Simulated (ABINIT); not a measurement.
Crystal: Ir.

```xyz
1
Lattice="0.0000 1.9156 1.9156 1.9156 0.0000 1.9156 1.9156 1.9156 0.0000" Properties=species:S:1:pos:R:3 pbc="T T T"
Ir    0.0000    0.0000    0.0000
```

Base run:

| Item | Value |
| --- | --- |
| Program | ABINIT 10.8.3 (patched build) |
| Functional | RPBE |
| Potentials or basis | JTH PAW PBE v2.0 |
| Cutoff | 435 eV |
| k mesh | 12 × 12 × 12 |
| Occupations | fermi-dirac, width 0.05 eV |
| Spin | no spin polarisation |

Its results: band gap on the k mesh none (metal or under the smearing width); pressure 15.0 GPa.

Question: The run is repeated on the same cell with these changes: functional from RPBE to WC. What comes out?

Answer: Band gap on the k mesh none (metal or under the smearing width); pressure 3.1 GPa.

WC binds more tightly than RPBE, so the same cell stands under less pressure.

Caveats: the PAW data sets were made with another functional, which shifts forces and pressure a little; spin-orbit coupling is left out, which moves the levels of the heavy elements.
